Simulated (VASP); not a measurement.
# Te2Pt (Moncheite) (P-3m1) in VASP: further runs, part 2 of 2

VASP 6.6.1. The steps go on from the part before.

**4. Relaxation of cell and atoms, PBE+D3(BJ)**

Input file INCAR:

```
ALGO = Normal ; EDIFF = 1E-6
EDIFFG = -0.01 ; ENCUT = 600
GGA = PE ; IBRION = 2
ISIF = 3 ; ISMEAR = 1
IVDW = 12 ; LASPH = True
LCHARG = False ; LREAL = False
LWAVE = False ; NELM = 80
NSW = 90 ; PREC = Accurate
SIGMA = 0.1
```

Input file KPOINTS:

```
k-points
0
Gamma
  12 12 7
```

Input file POSCAR:

```
Te2Pt
1.0
    4.0100000000      0.0000000000      0.0000000000
   -2.0050000000      3.4727618692      0.0000000000
    0.0000000000      0.0000000000      5.2010000000
Te Pt
2 1
Direct
    0.3333333333      0.6666666667      0.2500000000
    0.6666666667      0.3333333333      0.7500000000
    0.0000000000      0.0000000000      0.0000000000
```

Potentials or basis: VASP PAW PBE potentials, release 64 (Te, Pt).

Launch:

```sh
$ cat potpaw_PBE.64/Te/POTCAR potpaw_PBE.64/Pt/POTCAR > POTCAR
$ mpirun -np 1 vasp_std > vasp.out
```

OUTCAR:

```text
EDIFF = 1E-6
   EDIFFG = -0.01
   ENCUT = 600
   GGA = PE
   IBRION = 2
   ISIF = 3
   ISMEAR = 1
   IVDW = 12
   LASPH = True
   LREAL = False
   NELM = 80
   NSW = 90
   PREC = Accurate
 IVDW          = 12

 ion  position               nearest neighbor table
   1  0.333  0.667  0.250-   3 2.66   3 2.66   3 2.66   2 3.48   2 3.48   2 3.48   2 3.48   2 3.48
                             2 3.48
   2  0.667  0.333  0.750-   3 2.66   3 2.66   3 2.66   1 3.48   1 3.48   1 3.48   1 3.48   1 3.48
                             1 3.48
   3  0.000  0.000  0.000-   1 2.66   2 2.66   2 2.66   1 2.66   2 2.66   1 2.66

  LATTYP: Found a hexagonal cell.
 ALAT       =     4.0100000000
 C/A-ratio  =     1.2970074813

  Lattice vectors:

 A1 = (   4.0100000000,   0.0000000000,   0.0000000000)
 A2 = (  -2.0050000000,   3.4727618692,   0.0000000000)
 A3 = (   0.0000000000,   0.0000000000,   5.2010000000)

Analysis of symmetry for initial positions (statically):
=====================================================================
 Subroutine PRICEL returns:
 Original cell was already a primitive cell.

 Routine SETGRP: Setting up the symmetry group for a
 hexagonal supercell.

 Subroutine GETGRP returns: Found 12 space group operations
 (whereof 12 operations were pure point group operations)
 out of a pool of 24 trial point group operations.

The static configuration has the point symmetry D_3d.

Analysis of symmetry for dynamics (positions and initial velocities):
=====================================================================
 Subroutine PRICEL returns:
 Original cell was already a primitive cell.
[... 286 lines left out ...]

------------------------ aborting loop because EDIFF is reached ----------------------------------------
[... 77 lines left out ...]
--------------------------------------- Ionic step       17  -------------------------------------------

 number of electron      21.9999998 magnetization

 Free energy of the ion-electron system (eV)
  ---------------------------------------------------
  ext. energy  EPLUGINS =         0.00000000
  ---------------------------------------------------
  free energy    TOTEN  =       -13.51341208 eV

  energy without entropy =      -13.51426667  energy(sigma->0) =      -13.51369694

 E-fermi :   8.9121     XC(G=0): -10.6433

 val. band max:        8.9016209347   @ k =   0.1667   0.1667   0.0000
 cond. band min:       8.9213925421   @ k =   0.0000   0.3333   0.1429
 fundamental gap:      0.0197716074
 Fermi energy:         8.9121379224

 k-point     1 :       0.0000    0.0000    0.0000
  band No.  band energies     occupation
      1      -5.2087      2.00000
      2      -1.5485      2.00000
      3       2.1481      2.00000
      4       3.2448      2.00000
      5       3.2448      2.00000
      6       5.2104      2.00000
      7       5.2104      2.00000
      8       6.2580      2.00000
      9       8.4222      2.00000
     10       8.4222      2.00000
     11       9.6582     -0.00000
     12       9.6582     -0.00000
     13      10.5265     -0.00000
     14      11.4999      0.00000
[... 401 lines left out ...]
      2      -2.0018      2.00000
      3       2.5397      2.00000
      4       3.3563      2.00000
      5       3.8040      2.00000
      6       4.7036      2.00000
      7       5.1164      2.00000
      8       5.8172      2.00000
      9       7.0261      2.00000
     10       7.9992      2.00000
     11       9.3351     -0.00000
     12       9.6547     -0.00000
     13      10.2131     -0.00000
     14      12.6909      0.00000
     15      13.2840      0.00000

 [... further k-points ...]

------------------------ aborting loop because EDIFF is reached ----------------------------------------

 Edisp (eV)   -1.70544

 E8    (eV) :    -0.7828
[... 26 lines left out ...]
  FREE ENERGIE OF THE ION-ELECTRON SYSTEM (eV)
  ---------------------------------------------------
  free  energy   TOTEN  =       -15.2188513499 eV

  energy  without entropy=      -15.2197059349  energy(sigma->0) =      -15.21913621

 reached required accuracy - stopping structural energy minimisation
```

OSZICAR:

```text
N       E                     dE             d eps       ncg     rms          rms(c)
DAV:   1     0.120605068363E+03    0.12061E+03   -0.10286E+04  3360   0.141E+03
DAV:   2    -0.875509348395E+01   -0.12936E+03   -0.12609E+03  4266   0.233E+02
DAV:   3    -0.137664869536E+02   -0.50114E+01   -0.49424E+01  4193   0.479E+01
DAV:   4    -0.138302955455E+02   -0.63809E-01   -0.63793E-01  4372   0.586E+00
[... 141 lines left out ...]
DAV:   1    -0.135135284161E+02   -0.14837E-02   -0.41135E-03  3360   0.503E-01    0.716E-02
DAV:   2    -0.135134391191E+02    0.89297E-04   -0.65093E-04  3430   0.258E-01    0.455E-02
DAV:   3    -0.135134178503E+02    0.21269E-04   -0.57179E-05  3710   0.786E-02    0.139E-02
DAV:   4    -0.135134125126E+02    0.53378E-05   -0.20363E-05  3598   0.256E-02    0.110E-02
DAV:   5    -0.135134120815E+02    0.43106E-06   -0.14383E-06  1918   0.106E-02
  17 F= -.15218851E+02 E0= -.15219136E+02  d E =-.381745E-04
```

Run time: 8.5 min. Hardware: 1 thread of Intel Xeon Platinum 8488C (Sapphire Rapids), shared host; peak memory 0.34 GiB.

What came out:

- Free energy: -15.2189 eV
- Relaxed volume: 24.04 Å³/atom
- Relaxed cell: a = 4.052 Å, b = 4.052 Å, c = 5.073 Å, α = 90.00°, β = 90.00°, γ = 120.00°
- Space group after relaxing (to 0.05 Å): P-3m1 (No. 164)
- Energy gained by relaxing: 33.0 meV/atom
- Ionic steps: 17
- Pressure after relaxing: 0.0 GPa
- Largest force after relaxing: 0.005 eV/Å
- Band gap on the k mesh: none (metal or under the smearing width)
- Dispersion energy per atom: -0.568 eV

Forces on the atoms (eV/Å):
```
Te   0.000  0.000 -0.005
Te   0.000  0.000  0.005
Pt   0.000  0.000  0.000
```

Stress tensor (GPa, compression positive):
```
-0.01  0.00  0.00
 0.00 -0.01  0.00
 0.00  0.00  0.06
```

Step by step:
```
step  energy change (eV)  largest force (eV/Å)  pressure (GPa)  volume (Å³)
   1              0.0000                1.0590            4.61        72.43
   2              0.0679                0.4419           -7.10        79.95
   3             -0.0612                0.3603           -0.93        75.32
   4             -0.0612                0.3729           -0.82        75.26
   5             -0.0768                0.2706           -0.58        74.46
   6             -0.0934                0.0018            0.34        72.36
   7             -0.0961                0.1564           -0.75        72.56
   8             -0.0965                0.1151           -0.48        72.51
   9             -0.0982                0.0146            0.48        71.65
  10             -0.0986                0.0442            0.24        71.91
  11             -0.0986                0.0467            0.18        71.93
  12             -0.0989                0.0410           -0.13        72.16
  13             -0.0990                0.0422           -0.10        72.13
  14             -0.0990                0.0093            0.12        72.05
  15             -0.0991                0.0066            0.05        72.08
  16             -0.0991                0.0082            0.04        72.08
  17             -0.0991                0.0053            0.01        72.13
```

Final structure:
```
Te Pt
1.0
     4.05189    0.00000    0.00000
    -2.02595    3.50904    0.00000
     0.00000    0.00000    5.07317
Te Pt
2 1
Direct
  0.33333 0.66667 0.26786
  0.66667 0.33333 0.73214
  0.00000 0.00000 0.00000
```

Levels at points of the mesh, in eV from the Fermi level:
| k point | band 7 | band 8 | band 9 | band 10 | band 11 | band 12 | band 13 | band 14 | band 15 |
| --- | --- | --- | --- | --- | --- | --- | --- | --- | --- |
| (0.00, 0.00, 0.00) | -3.70 | -2.65 | -0.49 | -0.49 | 0.75 | 0.75 | 1.61 | 2.59 | 4.20 |
| (0.50, 0.00, 0.00) | -3.59 | -3.40 | -3.35 | -3.22 | -2.87 | 0.08 | 2.68 | 3.98 | 5.47 |

Caveat: pairwise dispersion overbinds metals, which lowers pressure and volume. The run has no spin-orbit coupling, so splittings on Pt, Te are missing.
